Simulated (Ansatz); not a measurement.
# HfS2: the cost of one run

Program: Ansatz 0.2.0. Level of theory: reference: DFT, HSE06, plane waves, PAW. These are calculated values, not measurements.

## 1. The starting structure

The structure is trigonal, space group P-3m1 (No. 164). The conventional cell has a = 3.630 Å, b = 3.630 Å, c = 5.878 Å, α = 90.00°, β = 90.00°, γ = 120.00°. Hf (site symmetry -3m) has 6 S at 2.54 Å as nearest neighbours. S (site symmetry 3m) is surrounded by 3 Hf at 2.54 Å.

Coordinates:

```xyz
3
Lattice="3.6303 0.0000 0.0000 -1.8151 3.1439 0.0000 0.0000 0.0000 5.8784" Properties=species:S:1:pos:R:3 pbc="T T T"
Hf    0.0000    0.0000    0.0000
S     0.0000    2.0960    1.4380
S     1.8151    1.0480    4.4403
```

## 2. Baseline

Input file input.yaml:

```yaml
crystal:
  lattice:
    - [3.6302959531, 0.0, 0.0]
    - [-1.8151479765, 3.1439285187, 0.0]
    - [0.0, 0.0, 5.878358189]
  atoms:
    - { symbol: Hf, position: [0.0, 0.0, 0.0] }
    - { symbol: S, position: [0.3333333333, 0.6666666667, 0.2446279697] }
    - { symbol: S, position: [0.6666666667, 0.3333333333, 0.7553720303] }
kpoints:
  mp_grid: { grid: [6, 6, 2] }
hamiltonian:
  xc: hse06
scf:
  occupations: { method: fixed }
  n_extra_bands: 4
output:
  forces: true
  stress: true
  eigenvalues: true
  write_density: true
  write_potential: true
  elf: true
  volumetric_format: npy
```

Started as:

```sh
> ansatz run input.yaml --threads 4 --pin off --max-ram 3686MiB --backend cpu --events-out ev --progress --plain --runs-dir out
```

What time and memory should one allow on 4 threads of Arm Neoverse V2, shared host?

About 12 s, with a peak of 0.99 GiB.
